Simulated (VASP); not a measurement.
Input of a VASP 6.6.1 run:

Contents of INCAR:

```
ALGO = Normal
EDIFF = 1E-6
ENCUT = 520
GGA = PE
ISIF = 2
ISMEAR = -1
LASPH = T
LCHARG = F
LREAL = F
LWAVE = F
NBANDS = 26
NELM = 100
PREC = Accurate
SIGMA = 0.02
```

KPOINTS

```
k-points
0
Gamma
  6 6 4
```

File POSCAR:

```
HgTe
1.0
    4.8195131645      0.0000000000      0.0000000000
   -2.4097565823      4.1738208343      0.0000000000
    0.0000000000      0.0000000000      7.1962058636
Hg Te
2 2
Direct
    0.3333333333      0.6666666667      0.2500000000
    0.6666666667      0.3333333333      0.7500000000
    0.6666666667      0.3333333333      0.2500000000
    0.3333333333      0.6666666667      0.7500000000
```

Potentials or basis: VASP PAW PBE potentials, release 64 (Hg, Te).

Launch:

```console
$ cat potpaw_PBE.64/Hg/POTCAR potpaw_PBE.64/Te/POTCAR > POTCAR
$ mpirun -np 1 vasp_std > vasp.out
```

(1) What does it give for the pressure?

(2) Estimate the band gap on the k mesh.

Results:

(1) 1.3 GPa.

(2) none (metal or under the smearing width).

Caveat: this functional lacks dispersion, which binds the layers, so the pressure and a relaxed spacing across them are unreliable.
